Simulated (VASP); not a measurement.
**VASP 6.6.1 run: RbBr**

INCAR

```
AMIX = 0.2
LASPH = .TRUE.
NBANDS = 15
SIGMA = 0.02
EDIFF = 1E-7
ISMEAR = -1
LWAVE = .FALSE.
ENCUT = 520
GGA = PE
LCHARG = .FALSE.
ISIF = 2
PREC = Accurate
NSW = 0
ALGO = Normal
NELM = 120
IBRION = -1
LREAL = .FALSE.
```

KPOINTS

```
KPOINTS created by Atomic Simulation Environment
0
Gamma
6 6 6
0 0 0
```

POSCAR

```
Rb Br
 1.0000000000000000
     0.0128983229000000    3.8823951874999998    3.8823951874999998
     3.8823951874999998    0.0128983229000000    3.8823951874999998
     3.8823951874999998    3.8823951874999998    0.0128983229000000
 Rb  Br
   1   1
Cartesian
  0.0012502769641612  0.0012502769641612  0.0012502769641612
  1.9431718975108381  1.9431718975108381  1.9431718975108381
```

The recommended PBE PAW datasets give the neutral cell 16 valence electrons.

Command

```
mpirun -np 1 vasp_std
```

Task: Predict the outcome of this run.

Result: It converged. Results: gap between bands v and c on the k mesh 4.07 eV; least direct gap on the k mesh 4.15 eV; pressure 0.1 GPa. Band v is the last that the valence electrons fill when counted band by band, and c is the next.

OSZICAR

```
N       E                     dE             d eps       ncg     rms          rms(c)
DAV:   1     0.938285759116E+02    0.93829E+02   -0.59958E+03   960   0.858E+02
DAV:   2     0.272776554021E+01   -0.91101E+02   -0.82886E+02  1306   0.158E+02
DAV:   3    -0.602460168518E+01   -0.87524E+01   -0.87063E+01  1317   0.514E+01
DAV:   4    -0.632401119810E+01   -0.29941E+00   -0.29933E+00  1469   0.883E+00
DAV:   5    -0.632612223890E+01   -0.21110E-02   -0.21110E-02  1289   0.794E-01    0.284E+00
DAV:   6    -0.609936764899E+01    0.22675E+00   -0.11543E-01  1275   0.137E+00    0.227E+00
DAV:   7    -0.589476072463E+01    0.20461E+00   -0.69080E-01  1226   0.328E+00    0.132E+00
DAV:   8    -0.592005404245E+01   -0.25293E-01   -0.50818E-02  1212   0.113E+00    0.278E-01
DAV:   9    -0.592351561213E+01   -0.34616E-02   -0.10517E-02  1142   0.479E-01    0.222E-01
DAV:  10    -0.592754270940E+01   -0.40271E-02   -0.53458E-03   960   0.311E-01    0.120E-01
DAV:  11    -0.592799371576E+01   -0.45101E-03   -0.18839E-03   967   0.230E-01    0.213E-02
DAV:  12    -0.592804643758E+01   -0.52722E-04   -0.44801E-05  1289   0.482E-02    0.148E-02
DAV:  13    -0.592808635755E+01   -0.39920E-04   -0.41643E-05   960   0.509E-02    0.689E-03
DAV:  14    -0.592808659239E+01   -0.23484E-06   -0.57238E-07  1331   0.455E-03    0.466E-03
DAV:  15    -0.592808731372E+01   -0.72134E-06   -0.16425E-06   960   0.945E-03    0.403E-04
DAV:  16    -0.592808726685E+01    0.46870E-07   -0.61198E-08  1089   0.147E-03
   1 F= -.59280873E+01 E0= -.59280873E+01  d E =-.956626E-11
```

For comparison, a separate PBE run of the intended cell, on usual settings and not on those above, gives a gap of 4.07 eV on its mesh and a pressure of 0.1 GPa.
